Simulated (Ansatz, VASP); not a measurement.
# Sb: VASP beside Ansatz

File INCAR:

```
SYSTEM = Sb
  PREC = Accurate
  ENCUT = 520
  EDIFF = 1E-7
  ISMEAR = -1
  SIGMA = 0.05
  LREAL = .FALSE.
  LASPH = .TRUE.
  NELM = 60
  ALGO = Normal
  ISIF = 2
  LWAVE = .FALSE.
  LCHARG = .TRUE.
  GGA = PS
  LELF = .TRUE.
  LVHAR = .TRUE.
  NBANDS = 18
```

Contents of KPOINTS:

```
Automatic mesh
0
G
  7 7 7
  0 0 0
```

Contents of POSCAR:

```
Sb
1.0
   -4.0300106443      4.0300106443      2.0254867038
    4.0300106443     -4.0300106443      2.0254867038
    4.0300106443      4.0300106443     -2.0254867038
Sb
4
Direct
    0.6512630600      0.1512630600      0.8025261200
    0.1512630600      0.3487369400      0.5000000000
    0.3487369400      0.8487369400      0.1974738800
    0.8487369400      0.6512630600      0.5000000000
```

input.yaml

```yaml
crystal:
  lattice:
    - [-4.0300106443, 4.0300106443, 2.0254867038]
    - [4.0300106443, -4.0300106443, 2.0254867038]
    - [4.0300106443, 4.0300106443, -2.0254867038]
  atoms:
    - { symbol: Sb, position: [0.65126306, 0.15126306, 0.80252612] }
    - { symbol: Sb, position: [0.15126306, 0.34873694, 0.5] }
    - { symbol: Sb, position: [0.34873694, 0.84873694, 0.19747388] }
    - { symbol: Sb, position: [0.84873694, 0.65126306, 0.5] }
hamiltonian:
  xc: pbesol
  pseudopotentials: { kind: paw }
kpoints:
  mp_grid: { grid: [7, 7, 7] }
scf:
  occupations: { method: fermi_dirac, width: 0.05 }
output:
  forces: true
  stress: true
  eigenvalues: true
```

This isn't the form of Sb at room conditions, which is rhombohedral.

Alike in both runs: task single point; functional PBEsol; k mesh 7 × 7 × 7; occupations fermi-dirac, width 0.05 eV; no spin polarisation.

|  | VASP | Ansatz |
| --- | --- | --- |
| version | VASP 6.6.1 | Ansatz 0.2.0 |
| potentials or method | VASP PAW PBE potentials, release 64 (Sb) | Ansatz PAW |
| plane-wave cutoff (eV) | 520 | 420 |
| valence electrons in the cell | 20 | 60 |

Ansatz gave:

- gap on the k mesh at the Fermi level (eV): none
- pressure (GPa): -0.7
- largest component of the traceless stress (GPa): 0.11
- rms of the force components (eV/Å): 0.025

Question: What did VASP give for the same quantities?

Answer: gap on the k mesh at the Fermi level (eV): none; pressure (GPa): -0.7; largest component of the traceless stress (GPa): 0.14; rms of the force components (eV/Å): 0.030.

Atom by atom the forces differ by 0.005 eV/Å (rms over components). A gap of «none» marks a metal or a gap that the smearing closes. The two sets of potentials don't hold the same shells in valence.

Caveats: the PAW data sets were made with another functional, which shifts forces and pressure a little (VASP); the PAW data sets come from PBE, with cores solved anew for the run's functional, which leaves a small shift of forces and pressure (Ansatz). The runs have no spin-orbit coupling, so splittings on Sb are missing.
